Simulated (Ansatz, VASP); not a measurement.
## Two plane-wave programs on ZnSe

```xyz
2
Lattice="0.0000 2.8605 2.8605 2.8605 0.0000 2.8605 2.8605 2.8605 0.0000" Properties=species:S:1:pos:R:3 pbc="T T T"
Zn    0.0000    0.0000    0.0000
Se    1.4302    1.4302    1.4302
```

Alike in both runs: task single point; functional r2SCAN; k mesh 6 × 6 × 6; no spin polarisation.

```csv
,VASP,Ansatz
version,VASP 6.6.1,Ansatz 0.2.0
potentials or method,"VASP PAW PBE potentials, release 64 (Zn, Se)","plane waves, PAW"
plane-wave cutoff (eV),520,500
occupations,"gaussian, width 0.01 eV",fixed
valence electrons in the cell,18,28
```

```csv
,VASP,Ansatz,Ansatz less VASP
gap on the k mesh at the Fermi level (eV),1.74,1.74,-0.002
pressure (GPa),-1.7,-1.8,-0.07
```

The two sets of potentials don't hold the same shells in valence.

Caveats: the PAW data sets were made with another functional, which shifts forces and pressure a little (VASP). r2SCAN opens gaps a little over a GGA but as a rule still falls short of measured ones.
